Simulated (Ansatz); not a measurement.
Runs of Ansatz 0.2.0 on AlN. All rows change the cell; the cell of one of them follows. Symmetry: I4/mmm, No. 139, tetragonal system. The conventional cell has a = 2.877 Å, b = 2.877 Å, c = 3.988 Å, α = 90.00°, β = 90.00°, γ = 90.00°. Al (site symmetry 4/mmm) is surrounded by 6 N at 1.99 to 2.03 Å. N (site symmetry 4/mmm) has 6 Al at 1.99 to 2.03 Å as nearest neighbours. Measurements of this composition are mostly on another form, of space group No. 186.

| cell | gap on the mesh (eV) | pressure (GPa) |
| --- | --- | --- |
| strained by -2 % | (b) | 5.8 |
| strained by -4 % | 4.67 | 12.4 |
| strained by +4 % | 3.94 | -8.3 |
| strained by -1 % | 4.59 | (a) |
| strained by +2 % | 4.25 | -4.4 |

Alike in all rows: task single point; level PBE; potentials or basis Ansatz PAW; no spin polarisation; k mesh 11 × 11 × 11; cutoff (eV) 420; smearing fermi-dirac 0.05 eV.

Question: Fill in the values left out.

Answer: (a) 2.9; (b) 4.61.

Caveats: odd divisions of the mesh miss points on the zone boundary, where band edges often lie, so the gap on the mesh can be too wide.

A k mesh can miss the band edges.
